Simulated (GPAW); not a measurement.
The system is Te.

```
Te
1.0
     4.45400    0.00000    0.00000
    -2.22700    3.85728    0.00000
     0.00000    0.00000    5.92400
Te
3
Direct
  0.73100 0.73100 0.00000
  0.00000 0.26900 0.66667
  0.26900 0.00000 0.33333
```

```yaml
Program: GPAW 26.7.0
Task: single point
Functional: PBEsol
Potentials_or_basis: PAW data sets generated in the run's folder for this functional
Cutoff: 600 eV
Basis: pw
k_mesh: 7 × 7 × 5
Occupations: fermi-dirac, width 0.05 eV
Spin: no spin polarisation
```

On this cell: pressure -1.3 GPa; largest force 0.066 eV/Å; band gap on the k mesh 0.59 eV, indirect (least direct gap 0.76 eV).

The same run follows on a disturbed copy (atoms moved at random, drawn with an rms of 0.05 Å):

```xyz
3
Lattice="4.4540 0.0000 0.0000 -2.2270 3.8573 0.0000 0.0000 0.0000 5.9240" Properties=species:S:1:pos:R:3 pbc="T T T"
Te    1.6178    2.8015   -0.0059
Te   -0.5910    1.0740    3.9915
Te    1.1950    0.0424    1.9730
```

Q: What changes?

A: The energy moves by +1.7 meV/atom; pressure -1.7 GPa; largest force 0.183 eV/Å; band gap on the k mesh 0.44 eV, indirect (least direct gap 0.68 eV).

Forces on the atoms (eV/Å):
```
Te   0.007  0.070  0.119
Te  -0.029 -0.008 -0.180
Te   0.022 -0.062  0.061
```

Stress tensor (GPa, compression positive):
```
-1.63 -0.11 -0.03
-0.11 -1.71 -0.15
-0.03 -0.15 -1.62
```

Caveats: spin-orbit coupling is left out, which moves the levels of the heavy elements; an odd mesh through Γ misses points on the zone boundary, where band edges often lie.
